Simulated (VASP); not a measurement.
Here is a VASP 6.6.1 calculation.

INCAR

```
SYSTEM = InP
PREC = Accurate ; ENCUT = 350
EDIFF = 1E-7 ; ISMEAR = 0
SIGMA = 0.02 ; LREAL = .FALSE.
LASPH = .TRUE. ; NELM = 100
ALGO = Normal ; ISIF = 3
LWAVE = .FALSE. ; LCHARG = .FALSE.
GGA = PE ; IBRION = 2
NSW = 80 ; EDIFFG = -0.002
```

File KPOINTS:

```
Automatic mesh
0
G
  10 10 10
  0 0 0
```

POSCAR

```
InP
1.0
    0.0000000000      2.9305000000      2.9305000000
    2.9305000000      0.0000000000      2.9305000000
    2.9305000000      2.9305000000      0.0000000000
In P
1 1
Direct
    0.0000000000      0.0000000000      0.0000000000
    0.2500000000      0.2500000000      0.2500000000
```

Potentials or basis: VASP PAW PBE potentials, release 64 (In_d, P).

The run is started by

```bash
$ cat potpaw_PBE.64/In_d/POTCAR potpaw_PBE.64/P/POTCAR > POTCAR
$ mpirun -np 1 vasp_std > vasp.out
```

Question: What does it give for the relaxed volume?

Answer: 26.31 Å³/atom.

Question: What does it give for the relaxed cell?

Answer: a = 4.206 Å, b = 4.206 Å, c = 4.206 Å, α = 60.00°, β = 60.00°, γ = 60.00°.

Question: Predict the space group after relaxing (to 0.05 Å).

Answer: F-43m (No. 216).

Final structure:
```
CELL_PARAMETERS angstrom
0.00000 2.97441 2.97441
2.97441 0.00000 2.97441
2.97441 2.97441 0.00000
ATOMIC_POSITIONS crystal
In 0.00000 0.00000 0.00000
P 0.25000 0.25000 0.25000
```

 Zero-point motion and thermal expansion aren't in these numbers.
